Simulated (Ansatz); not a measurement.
# ZnS (R3m) in Ansatz: reference runs

Reference runs on ZnS: the cell as given and a disturbed copy.

Everything below comes from runs of Ansatz 0.2.0. Logs are shortened: lines on timing, memory, paths and dates and some standing lists are left out, and cuts for length are marked.

## Step 1: Starting point

Symmetry: R3m, No. 160, trigonal system. Conventional cell: a = 3.806 Å, b = 3.806 Å, c = 28.056 Å, α = 90.00°, β = 90.00°, γ = 120.00°. Around Zn (site symmetry 3m) lie 4 S at 2.33 to 2.34 Å. Zn (site symmetry 3m) is surrounded by 4 S at 2.33 Å. Around Zn (site symmetry 3m) lie 4 S at 2.33 to 2.34 Å. Around S (site symmetry 3m) lie 4 Zn at 2.33 Å. S (site symmetry 3m) is surrounded by 4 Zn at 2.33 to 2.34 Å. S (site symmetry 3m) is surrounded by 4 Zn at 2.33 to 2.34 Å.

Measurements of this composition are mostly on another form, of space group No. 216.

## Step 2: Single point, PBE

Contents of input.yaml:

```yaml
crystal:
  lattice:
    - [1.9030712007, 1.09873867, 9.3519478348]
    - [-1.9030712007, 1.09873867, 9.3519478348]
    - [0.0, -2.19747734, 9.3519478348]
  atoms:
    - { symbol: Zn, position: [0.44461344, 0.44461344, 0.44461344] }
    - { symbol: Zn, position: [0.22226941, 0.22226941, 0.22226941] }
    - { symbol: Zn, position: [0.99997114, 0.99997114, 0.99997114] }
    - { symbol: S, position: [0.30536254, 0.30536254, 0.30536254] }
    - { symbol: S, position: [0.5278423, 0.5278423, 0.5278423] }
    - { symbol: S, position: [0.08326717, 0.08326717, 0.08326717] }
hamiltonian:
  xc: pbe
  pseudopotentials: { kind: paw }
kpoints:
  mp_grid: { grid: [8, 8, 8] }
scf:
  occupations: { method: fermi_dirac, width: 0.05 }
output:
  forces: true
  stress: true
  eigenvalues: true
```

Potentials or basis: Ansatz PAW.

Run with:

```
ansatz run input.yaml --threads 2 --pin off --max-ram 5120MiB --backend cpu --events-out ev --progress --plain --runs-dir out
```

What it wrote:

```text
Warning: RAYON_NUM_THREADS=2 ignored (pool sized by the plan → 2); use --threads N
basis.fft_grid_basis auto: the FFT boxes are laid along the combinations [[1, 0, -1], [0, 1, -1], [0, 0, 1]] of the cell's own vectors, 3.806, 3.806 and 9.607 Å long. The dense box has 27×27×72 points. Along the cell's own vectors, as sized, it would have 72×72×72, 7.11 times as many. Of the 6 symmetry operations that the crystal satisfies within crystal.symmetry.tolerance (time reversal apart; of a slab, those that keep its plane) the dense box along the cell's own vectors carries 6, and the one as laid loses 4 of those. basis.fft_grid_basis: typed keeps the cell's own vectors: state it where this run's energies or levels are differenced outside the engine with another run's, or held beside a run that keeps those vectors.
Engine: ansatz 0.2.0, aarch64-unknown-linux-gnu
Pseudopotentials: kind: paw
Pseudopotential: Zn, paw, valence charge 12, recommended cutoff 420 eV (normal), Zn.paw.azcp
Pseudopotential: S, paw, valence charge 6, recommended cutoff 420 eV (normal), S.paw.azcp
Functional definition: PBE
  parameter kappa = 0.804
  parameter beta = 0.06672455060314922
  exchange = pbe_x(kappa = kappa, mu = beta*pi^2/3)
  correlation = pbe_c(beta = beta)
Crystal: 6 atoms, lattice volume = 117.328 Å³
Basis set: ecut = 420 eV, 2317 PW (Γ), FFT grids on a1−a3, a2−a3, a3, exchange–correlation on 54×54×144 points (8 copies of the dense FFT grid, shifted against one another)
Bands: 33, of which v1, the nominal top of the filled ones, is band 27 counted from 1 (26 counted from 0)
Symmetry: 6 space group operations
Space group: R3m (ITA 160), of the structure as read, at distance tolerance 4.9e-5 Å
k-points: 65 of 512 (time reversal used)
Non-local potential: Zn, projectors of the file, l = 0: 2, l = 1: 2, l = 2: 3, l = 3: 1
Non-local potential: S, projectors of the file, l = 0: 2, l = 1: 2, l = 2: 2
PAW form: soft (Blöchl's): semilocal exchange-correlation on the pseudo side does not see the compensation charge
PAW one-centre angular grid: Zn, 590 points (default); XC on 64 Gauss nodes
PAW one-centre angular grid: S, 110 points (default); XC on 64 Gauss nodes
Initial density: superposition of atomic densities (neutral atoms: chi_scale 0, normalization atom), corrected by the library's trained network
Initial wavefunctions: pseudopotential atomic-orbital guess
Functional: x = pbe(κ = 0.804, μ = 0.2195149727645171), c = pbe(β = 0.06672455060314922)
SCF iter   1: F=—  HF=-12668.164769 eV  |F-HF|=—  |Δ(HF+E_count)|=         —  Δρ=5.82e-4  dr2=8.12e-4  ethr=1.77e-3  ⟨swp⟩=6.5  Hψ=9438  notcnv=0
preconditioner: auto → Resta (q_TF=auto, 2.397 Å⁻¹)  ε∞=6.6  [insulator: Δε(μ)=2.188 eV  Ē_g=10.674 eV  σ=0.050 eV  W_gap=1.00  n_scr=30 (ndim 8)  ℏωp=25.2 eV  f_vac=0.033  D(μ)=0.00/eV (n_scr^D=0)  ε∞_Penn≈6.6]
SCF iter   2: F=—  HF=-12668.165418 eV  |F-HF|=—  |Δ(HF+E_count)|=   6.49e-4  Δρ=4.92e-4  dr2=3.25e-4  ethr=1.50e-6  ⟨swp⟩=3.0  Hψ=5099  notcnv=0
SCF iter   3: F=—  HF=-12668.165533 eV  |F-HF|=—  |Δ(HF+E_count)|=   1.15e-4  Δρ=3.22e-4  dr2=7.65e-5  ethr=6.02e-7  ⟨swp⟩=2.0  Hψ=3616  notcnv=0
automatic band count: iteration 3 solves 32 bands in place of 33: the levels show a gap, and the empty bands left out lie too high to hold charge; the band table lists the bands solved (type scf.n_extra_bands for more)
SCF iter   4: F=—  HF=-12668.165489 eV  |F-HF|=—  |Δ(HF+E_count)|=   4.38e-5  Δρ=8.28e-5  dr2=9.53e-6  ethr=1.42e-7  ⟨swp⟩=2.0  Hψ=3616  notcnv=0
SCF iter   5: F=—  HF=-12668.165506 eV  |F-HF|=—  |Δ(HF+E_count)|=   1.72e-5  Δρ=3.60e-5  dr2=2.81e-6  ethr=1.76e-8  ⟨swp⟩=2.0  Hψ=2638  notcnv=0
SCF iter   6: F=—  HF=-12668.165507 eV  |F-HF|=—  |Δ(HF+E_count)|=   3.57e-7  Δρ=1.23e-5  dr2=3.30e-7  ethr=5.21e-9  ⟨swp⟩=2.3  Hψ=3039  notcnv=0
SCF iter   7: F=-12668.165507 eV  HF=-12668.165507 eV  |F-HF|=3.64e-12  |Δ(HF+E_count)|=   5.90e-8  Δρ=3.49e-6  dr2=1.50e-8  ethr=1.85e-10  ⟨swp⟩=5.9  Hψ=8728  notcnv=0
SCF 1 converged in 7 iterations: F = -12668.165507 eV  dr2 = 1.50e-8
SCF converged after 7 iterations
Free energy (F): -12668.165507 eV
Harris-Foulkes:  -12668.165507 eV  (|F-HF|=3.64e-12)
Internal energy: -12668.165507 eV  (E = F + TS)
E sigma→0 (E₀):  -12668.165507 eV
Fermi energy:    7.060681 eV
--- Per-component energies (eV) ---
  E_band       = 19.909530
  E_kinetic    = 715.876850
  E_local      = -6111.615941  (includes V_loc(G=0)·N_el)
  E_nonlocal   = 1928.043312
  E_hartree    = 2556.695417
  E_xc         = -703.689698
  E_vxc        = -419.314648  (∫ρ·V_xc dr)
  E_paw        = -7285.299720  (= ΣΔE_a)
  E_vpaw       = -1206.470183  (= ΣTr[D̂ρ^β])
  E_aug_tail   = -0.001115  (compensation charges beyond the density's cutoff)
  E_ewald      = -3768.174611
  E_smearing   = -0.000000  (= −TS)
  E_closure    = -0.000000  (closes the sum)
  Σ components = -12668.165507   (vs F -12668.165507, Δ=0.00e0)
--- Forces (eV/Å), atoms counted from 1 ---
  atom   1  Zn     0.00000000     0.00000000    -0.00963876
  atom   2  Zn    -0.00000000    -0.00000000     0.00057318
  atom   3  Zn    -0.00000000    -0.00000000     0.00055587
  atom   4  S      0.00000000     0.00000000     0.00796045
  atom   5  S      0.00000000     0.00000000    -0.00012826
  atom   6  S     -0.00000000    -0.00000000     0.00068587
  max |Σ_I F_I| component: 8.35e-6 eV/Å
--- Stress (GPa, compression-positive) ---
        2.306347       0.000000       0.000000
        0.000000       2.306347       0.000000
        0.000000       0.000000       2.358907
  P = ⅓ Tr σ = 2.3239 GPa (23.239 kbar)
--- Band table (eV; the first three rows and the last of 65) ---
  k-point 0: bands = ["-7.3083", "-6.6372", "-6.6268", "-0.4614", "-0.4520", "-0.4520", "-0.3839", "-0.3839", "-0.3764", "-0.3764", "-0.3243", "-0.3150", "0.0210", "0.0210", "0.0565", "0.0565", "0.0777", "0.0777", "1.9758", "1.9914", "5.2240", "5.2240", "5.2262", "5.2262", "5.8582", "5.9144", "5.9144", "8.1080", "9.2375", "9.3879", "12.2134", "12.2134"]
  k-point 1: bands = ["-7.2008", "-6.5939", "-6.5211", "-0.4611", "-0.4409", "-0.4310", "-0.3999", "-0.3709", "-0.3554", "-0.3480", "-0.3167", "-0.2698", "0.0107", "0.0180", "0.0598", "0.0620", "0.0810", "0.0919", "1.8802", "2.1879", "4.4116", "4.6430", "4.9682", "5.0175", "5.0437", "5.7244", "5.7812", "8.8927", "9.9021", "10.0721", "11.8491", "12.0765"]
  k-point 2: bands = ["-6.9133", "-6.4277", "-6.3178", "-0.4739", "-0.4311", "-0.3908", "-0.3859", "-0.3171", "-0.2852", "-0.2780", "-0.2685", "-0.1800", "0.0002", "0.0248", "0.0692", "0.0776", "0.0897", "0.1385", "1.7666", "2.1916", "3.1979", "3.6203", "3.8532", "4.4935", "4.5861", "5.3393", "5.4592", "9.6549", "10.2044", "10.4194", "11.4241", "11.8647"]
  k-point 64: bands = ["-7.1060", "-7.0962", "-6.3611", "-0.4721", "-0.4553", "-0.4399", "-0.4399", "-0.4166", "-0.4166", "-0.3556", "-0.3556", "0.0258", "0.0258", "0.0439", "0.0439", "0.0855", "0.0855", "0.2440", "0.5453", "4.1771", "4.1959", "5.0196", "5.0196", "5.6633", "5.6633", "5.6760", "5.6760", "9.0879", "9.2094", "9.3520", "12.1580", "12.2303"]
```

It took 11 s on 2 threads of Arm Neoverse V1, shared host; peak memory 0.46 GiB.

Results:

- Free energy: -12668.1655 eV
- Pressure: 2.3 GPa
- Largest force: 0.010 eV/Å
- Band gap on the k mesh: 2.19 eV, direct

Forces on the atoms (eV/Å):
```
Zn   0.000  0.000 -0.010
Zn   0.000  0.000  0.001
Zn   0.000  0.000  0.001
S    0.000  0.000  0.008
S    0.000  0.000  0.000
S    0.000  0.000  0.001
```

A k mesh can miss the band edges. A hybrid or GW would open this gap; PBE tends to underestimate it.

## Step 3: Single point, PBE (atoms moved at random, drawn with an rms of 0.05 Å)

Contents of input.yaml:

```yaml
crystal:
  lattice:
    - [1.9030712007, 1.09873867, 9.3519478348]
    - [-1.9030712007, 1.09873867, 9.3519478348]
    - [0.0, -2.19747734, 9.3519478348]
  atoms:
    - { symbol: Zn, position: [0.440825, 0.453329, 0.445825] }
    - { symbol: Zn, position: [0.224143, 0.222661, 0.222839] }
    - { symbol: Zn, position: [0.997172, 1.011545, 0.991062] }
    - { symbol: S, position: [0.307997, 0.313178, 0.300549] }
    - { symbol: S, position: [0.53367, 0.534665, 0.511857] }
    - { symbol: S, position: [0.07633, 0.081514, 0.091511] }
hamiltonian:
  xc: pbe
  pseudopotentials: { kind: paw }
kpoints:
  mp_grid: { grid: [8, 8, 8] }
scf:
  occupations: { method: fermi_dirac, width: 0.05 }
output:
  forces: true
  stress: true
  eigenvalues: true
```

Potentials or basis: Ansatz PAW.

Run with:

```
ansatz run input.yaml --threads 2 --pin off --max-ram 5120MiB --backend cpu --events-out ev --progress --plain --runs-dir out
```

Wall time 49 s (2 threads of Arm Neoverse V1, shared host); peak memory 0.9 GiB.

Results (log left out):

| Item | Value |
| --- | --- |
| Free energy | -12668.1069 eV |
| Pressure | 2.5 GPa |
| Largest force | 0.858 eV/Å |
| Band gap on the k mesh | 2.12 eV, direct |

Forces in eV/Å, atoms in the order of the input:
```
Zn   0.077 -0.145 -0.756
Zn  -0.028  0.229  0.018
Zn   0.114 -0.054  0.240
S   -0.105  0.031 -0.505
S    0.022 -0.261  0.817
S   -0.078  0.199  0.185
```

Stress tensor (GPa, compression positive):
```
2.62 0.03 0.15
0.03 1.52 0.06
0.15 0.06 3.23
```

Levels at points of the mesh, in eV from the valence-band top:
| k point | band 25 | band 26 | band 27 | band 28 | band 29 | band 30 |
| --- | --- | --- | --- | --- | --- | --- |
| (0.00, 0.00, 0.00) | -0.13 | -0.02 | 0.00 | 2.12 | 3.32 | 3.44 |
| (0.00, 0.00, -0.50) | -1.95 | -1.30 | -0.87 | 3.28 | 3.77 | 3.96 |
| (0.00, -0.50, 0.00) | -1.94 | -1.39 | -0.87 | 3.33 | 3.80 | 3.93 |
| (0.00, -0.50, -0.50) | -1.43 | -1.37 | -1.13 | 3.21 | 3.61 | 4.25 |
| (-0.50, 0.00, 0.00) | -1.94 | -1.40 | -0.87 | 3.30 | 3.79 | 3.95 |
| (-0.50, 0.00, -0.50) | -1.44 | -1.37 | -1.13 | 3.18 | 3.61 | 4.27 |
| (-0.50, -0.50, 0.00) | -1.44 | -1.36 | -1.15 | 3.19 | 3.59 | 4.23 |
| (-0.50, -0.50, -0.50) | -0.40 | -0.20 | -0.13 | 3.11 | 3.19 | 3.50 |

A k mesh can miss the band edges.
